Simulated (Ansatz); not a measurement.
# Te2Mo in Ansatz: notebook, part 2 of 2

Ansatz 0.2.0.

## (3) Band structure, LDA

File input.yaml:

```yaml
crystal:
  lattice:
    - [3.5603917377, 0.0, 0.0]
    - [-1.7801958688, 3.0833896922, 0.0]
    - [0.0, 0.0, 24.8112624]
  atoms:
    - { symbol: Te, position: [0.3333333333, 0.6666666667, 0.22363948] }
    - { symbol: Te, position: [0.6666666667, 0.3333333333, 0.92062886] }
    - { symbol: Te, position: [0.6666666667, 0.3333333333, 0.77636052] }
    - { symbol: Te, position: [0.3333333333, 0.6666666667, 0.07937114] }
    - { symbol: Mo, position: [0.6666666667, 0.3333333333, 0.15154149] }
    - { symbol: Mo, position: [0.3333333333, 0.6666666667, 0.84845851] }
hamiltonian:
  xc: lda
  pseudopotentials: { kind: paw }
kpoints:
  mp_grid: { grid: [9, 9, 2] }
  band_path:
    path:
      - [[0.0, 0.0, 0.0], [0.5, 0.0, 0.0], [0.3333333333, 0.3333333333, 0.0], [0.0, 0.0, 0.0], [0.0, 0.0, 0.5], [0.5, 0.0, 0.5], [0.3333333333, 0.3333333333, 0.5], [0.0, 0.0, 0.5]]
      - [[0.5, 0.0, 0.5], [0.5, 0.0, 0.0]]
      - [[0.3333333333, 0.3333333333, 0.0], [0.3333333333, 0.3333333333, 0.5]]
    npoints: 14
scf:
  occupations: { method: fermi_dirac, width: 0.05 }
  n_extra_bands: 15
output:
  forces: true
  stress: true
  eigenvalues: true
  fatbands: true
```

Potentials or basis: Ansatz PAW.

Run with:

```console
ansatz run input.yaml --threads 2 --pin off --max-ram 5632MiB --backend cpu --events-out ev --progress --plain --runs-dir out
```

Output:

```text
Warning: RAYON_NUM_THREADS=2 ignored (pool sized by the plan → 2); use --threads N
scf.n_extra_bands = 15 over 46 filled bands (N_el = 92.0): the run solves 61 bands
Engine: ansatz 0.2.0, x86_64-unknown-linux-gnu
Pseudopotentials: kind: paw
Pseudopotential: Te, paw, valence charge 16, recommended cutoff 420 eV (normal), Te.paw.azcp
Pseudopotential: Mo, paw, valence charge 14, recommended cutoff 420 eV (normal), Mo.paw.azcp
Functional definition: SPW92
  exchange = slater_x
  correlation = pw_c
Crystal: 6 atoms, lattice volume = 272.380 Å³
Basis set: ecut = 420 eV, 5261 PW (Γ)
Bands: 61, of which v1, the nominal top of the filled ones, is band 46 counted from 1 (45 counted from 0)
Symmetry: 12 space group operations
Space group: P-3m1 (ITA 164), of the structure as read, at distance tolerance 6.5e-5 Å
k-points: 24 of 162
Non-local potential: Te, projectors of the file, l = 0: 2, l = 1: 2, l = 2: 2, l = 3: 2
Non-local potential: Mo, projectors of the file, l = 0: 3, l = 1: 2, l = 2: 2, l = 3: 1
PAW form: soft (Blöchl's): semilocal exchange-correlation on the pseudo side does not see the compensation charge
PAW frozen core: Te, regenerated for the run's functional, and the local potential with it (the file was generated under x = pbe(κ = 0.804, μ = 0.2195149727645171), c = pbe(β = 0.06672455060314922))
PAW frozen core: Mo, regenerated for the run's functional, and the local potential with it (the file was generated under x = pbe(κ = 0.804, μ = 0.2195149727645171), c = pbe(β = 0.06672455060314922))
PAW one-centre angular grid: Te, 590 points (default); XC on 64 Gauss nodes
PAW one-centre angular grid: Mo, 590 points (default); XC on 64 Gauss nodes
Initial density: superposition of atomic densities (neutral atoms: chi_scale 0, normalization atom), corrected by the library's trained network
Initial wavefunctions: pseudopotential atomic-orbital guess
Functional: x = slater, c = lda
SCF iter   1: F=—  HF=-36995.928609 eV  |F-HF|=—  |Δ(HF+E_count)|=         —  Δρ=5.38e-3  dr2=9.34e-2  ethr=1.77e-3  ⟨swp⟩=8.6  Hψ=6522  notcnv=0  defer=47
preconditioner: auto → Resta (q_TF=auto, 2.277 Å⁻¹)  ε∞=3.5  [insulator: Δε(μ)=1.037 eV  Ē_g=8.555 eV  σ=0.050 eV  W_gap=1.00  n_scr=70 (ndim 8)  ℏωp=13.5 eV  f_vac=0.420  D(μ)=0.00/eV (n_scr^D=0)  ε∞_Penn≈3.5  vacuum switching on, ρ_ref=5.3e-3 e/Å³]
SCF iter   2: F=—  HF=-36995.924741 eV  |F-HF|=—  |Δ(HF+E_count)|=   3.87e-3  Δρ=3.05e-3  dr2=7.81e-2  ethr=1.02e-4  ⟨swp⟩=2.5  Hψ=2362  notcnv=0  defer=148
SCF iter   3: F=—  HF=-36995.919581 eV  |F-HF|=—  |Δ(HF+E_count)|=   5.16e-3  Δρ=2.01e-3  dr2=1.15e-2  ethr=8.49e-5  ⟨swp⟩=2.2  Hψ=1675  notcnv=0  defer=148
SCF iter   4: F=—  HF=-36995.919290 eV  |F-HF|=—  |Δ(HF+E_count)|=   2.91e-4  Δρ=6.36e-4  dr2=1.12e-3  ethr=1.25e-5  ⟨swp⟩=1.8  Hψ=1397  notcnv=0  defer=148
SCF iter   5: F=—  HF=-36995.919348 eV  |F-HF|=—  |Δ(HF+E_count)|=   5.84e-5  Δρ=2.33e-4  dr2=3.98e-4  ethr=1.22e-6  ⟨swp⟩=2.0  Hψ=1650  notcnv=0  defer=148
SCF iter   6: F=—  HF=-36995.919313 eV  |F-HF|=—  |Δ(HF+E_count)|=   3.53e-5  Δρ=6.05e-5  dr2=1.21e-5  ethr=4.33e-7  ⟨swp⟩=2.0  Hψ=1437  notcnv=0  defer=148
SCF iter   7: F=—  HF=-36995.919361 eV  |F-HF|=—  |Δ(HF+E_count)|=   4.86e-5  Δρ=1.17e-5  dr2=1.21e-6  ethr=1.31e-8  ⟨swp⟩=2.0  Hψ=1794  notcnv=0  defer=150
SCF iter   8: F=-36995.919362 eV  HF=-36995.919361 eV  |F-HF|=2.79e-8  |Δ(HF+E_count)|=   2.50e-7  Δρ=4.02e-6  dr2=6.81e-8  ethr=1.09e-10  ⟨swp⟩=13.9  Hψ=7569  notcnv=0
SCF 1 converged in 8 iterations: F = -36995.919362 eV  dr2 = 6.81e-8
NSCF: frozen V_eff on 129 k-points
SCF converged after 8 iterations
Free energy (F): -36995.919362 eV
Harris-Foulkes:  -36995.919361 eV  (|F-HF|=2.79e-8)
Internal energy: -36995.919357 eV  (E = F + TS)
E sigma→0 (E₀):  -36995.919359 eV
Entropy (-TS):   -0.000004 eV (-0.001 meV/atom)
Fermi energy:    4.777391 eV
--- Per-component energies (eV) ---
  E_band       = -1873.160463
  E_kinetic    = 1611.569590
  E_local      = -62290.745685  (includes V_loc(G=0)·N_el)
  E_nonlocal   = -920.706819
  E_hartree    = 31215.733036
  E_xc         = -860.179258
  E_vxc        = -876.748257  (∫ρ·V_xc dr)
  E_paw        = -24221.025594  (= ΣΔE_a)
  E_vpaw       = -1827.967976  (= ΣTr[D̂ρ^β])
  E_aug_tail   = -0.000725  (compensation charges beyond the density's cutoff)
  E_ewald      = 18465.775821
  E_core_change = 3.660277  (= ΣΔE_core)
  E_smearing   = -0.000004  (= −TS)
  E_closure    = 0.000000  (closes the sum)
  Σ components = -36995.919362   (vs F -36995.919362, Δ=0.00e0)
--- Forces (eV/Å), atoms counted from 1 ---
  atom   1  Te    -0.00000000     0.00000000    -0.41211447
  atom   2  Te    -0.00000000    -0.00000000    -0.30877685
  atom   3  Te    -0.00000000    -0.00000000     0.41211447
  atom   4  Te     0.00000000     0.00000000     0.30877685
  atom   5  Mo    -0.00000000    -0.00000000    -0.00712913
  atom   6  Mo     0.00000000     0.00000000     0.00712913
  max |Σ_I F_I| component: 5.55e-17 eV/Å
--- Stress (GPa, compression-positive) ---
       -2.876869      -0.000000      -0.000000
       -0.000000      -2.876869       0.000000
        0.000000       0.000000      -2.007936
  P = ⅓ Tr σ = -2.5872 GPa (-25.872 kbar)
--- Band table (eV; the first three rows and the last of 24) ---
  k-point 0: bands = ["-56.2697", "-56.2697", "-32.0980", "-32.0980", "-32.0979", "-32.0979", "-32.0844", "-32.0844", "-32.0844", "-32.0844", "-32.0337", "-32.0337", "-32.0335", "-32.0335", "-32.0207", "-32.0207", "-32.0207", "-32.0207", "-32.0117", "-32.0114", "-31.9993", "-31.9992", "-30.4679", "-30.4679", "-30.3385", "-30.3385", "-30.3385", "-30.3385", "-8.3588", "-8.3023", "-7.4086", "-7.3162", "-0.8359", "-0.4936", "2.2175", "2.5663", "2.5663", "2.5688", "2.5688", "3.0238", "3.3557", "3.3557", "3.3615", "3.3615", "3.7630", "4.1657", "7.2821", "7.2821", "7.3059", "7.3059", "7.5599", "7.5599", "7.6040", "7.6040", "8.6904", "8.9180", "9.7659", "10.3296", "10.5524", "11.2641", "11.7835"]
  k-point 1: bands = ["-56.2697", "-56.2697", "-32.0980", "-32.0980", "-32.0979", "-32.0979", "-32.0844", "-32.0844", "-32.0844", "-32.0844", "-32.0337", "-32.0337", "-32.0335", "-32.0335", "-32.0207", "-32.0207", "-32.0207", "-32.0207", "-32.0117", "-32.0114", "-31.9993", "-31.9992", "-30.4679", "-30.4679", "-30.3385", "-30.3385", "-30.3385", "-30.3385", "-8.3588", "-8.3023", "-7.4086", "-7.3162", "-0.8359", "-0.4936", "2.2175", "2.5663", "2.5663", "2.5688", "2.5688", "3.0238", "3.3557", "3.3557", "3.3615", "3.3615", "3.7630", "4.1657", "7.2821", "7.2821", "7.3059", "7.3059", "7.5599", "7.5599", "7.6040", "7.6040", "8.7661", "8.8063", "10.0101", "10.0728", "10.5804", "11.1709", "12.0127"]
  k-point 2: bands = ["-56.2688", "-56.2688", "-32.0967", "-32.0967", "-32.0955", "-32.0954", "-32.0863", "-32.0863", "-32.0822", "-32.0822", "-32.0346", "-32.0344", "-32.0344", "-32.0342", "-32.0236", "-32.0236", "-32.0210", "-32.0209", "-32.0107", "-32.0104", "-31.9981", "-31.9980", "-30.4600", "-30.4600", "-30.3536", "-30.3536", "-30.3412", "-30.3412", "-8.1953", "-8.1393", "-7.2956", "-7.2066", "-0.6548", "-0.3152", "2.0101", "2.1999", "2.2068", "2.5123", "2.7009", "2.7054", "3.1405", "3.1485", "3.3859", "3.6254", "3.7734", "4.1092", "6.7130", "6.7152", "6.7381", "6.8363", "7.2105", "7.2698", "7.4213", "7.4651", "8.9581", "9.1658", "10.1799", "10.9249", "10.9972", "11.4780", "11.9184"]
  k-point 23: bands = ["-56.2609", "-56.2609", "-32.1027", "-32.1027", "-32.0818", "-32.0817", "-32.0741", "-32.0741", "-32.0732", "-32.0732", "-32.0520", "-32.0519", "-32.0395", "-32.0395", "-32.0263", "-32.0262", "-32.0261", "-32.0261", "-32.0052", "-32.0052", "-31.9884", "-31.9884", "-30.4451", "-30.4451", "-30.4015", "-30.4015", "-30.3939", "-30.3939", "-6.1576", "-6.1576", "-5.9107", "-5.9107", "-0.2010", "-0.1538", "-0.0321", "-0.0321", "0.4980", "0.5641", "1.2818", "1.2818", "1.4783", "1.4783", "2.6019", "2.6019", "4.2202", "4.2750", "5.2939", "5.2939", "6.0523", "6.3342", "6.7544", "6.7544", "8.2068", "8.2068", "9.0741", "9.5171", "9.5171", "9.6424", "11.6304", "11.6304", "12.3255"]
```

Run time: 1.9 min. Hardware: 2 threads of Intel Xeon at 2.50GHz (Skylake/Cascade Lake), shared host; peak memory 1.2 GiB.

What came out:

```yaml
Free_energy: -36995.9194 eV
Largest_force: 0.412 eV/Å
Band_gap_on_the_k_mesh: 1.02 eV, direct
Band_gap_along_the_path: 1.02 eV, direct
```

Forces on the atoms (eV/Å):
```
Te   0.000  0.000 -0.412
Te   0.000  0.000 -0.309
Te   0.000  0.000  0.412
Te   0.000  0.000  0.309
Mo   0.000  0.000 -0.007
Mo   0.000  0.000  0.007
```

Levels at the corners of the path, in eV from the valence-band top:
```
point  band 42  band 43  band 44  band 45  band 46  band 47  band 48  band 49  band 50  band 51
    Γ    -0.92    -0.91    -0.91    -0.51    -0.11     3.01     3.01     3.03     3.03     3.28
    M    -1.56    -0.72    -0.72    -0.39    -0.34     1.36     1.37     1.66     1.74     3.02
    K    -2.80    -1.67    -1.67    -0.05     0.00     1.02     1.02     1.78     2.06     2.48
    Γ    -0.92    -0.91    -0.91    -0.51    -0.11     3.01     3.01     3.03     3.03     3.28
    A    -0.92    -0.91    -0.91    -0.51    -0.11     3.01     3.01     3.03     3.03     3.28
    L    -1.56    -0.72    -0.72    -0.39    -0.34     1.36     1.37     1.66     1.74     3.02
    H    -2.80    -1.67    -1.67    -0.05     0.00     1.02     1.02     1.78     2.06     2.48
    A    -0.92    -0.91    -0.91    -0.51    -0.11     3.01     3.01     3.03     3.03     3.28
    L    -1.56    -0.72    -0.72    -0.39    -0.34     1.36     1.37     1.66     1.74     3.02
    M    -1.56    -0.72    -0.72    -0.39    -0.34     1.36     1.37     1.66     1.74     3.02
    K    -2.80    -1.67    -1.67    -0.05     0.00     1.02     1.02     1.78     2.06     2.48
    H    -2.80    -1.67    -1.67    -0.05     0.00     1.02     1.02     1.78     2.06     2.48
```

Caveat: spin-orbit coupling is left out, which moves the levels of the heavy elements; the PAW data sets come from PBE, with cores solved anew for the run's functional, which leaves a small shift of forces and pressure.
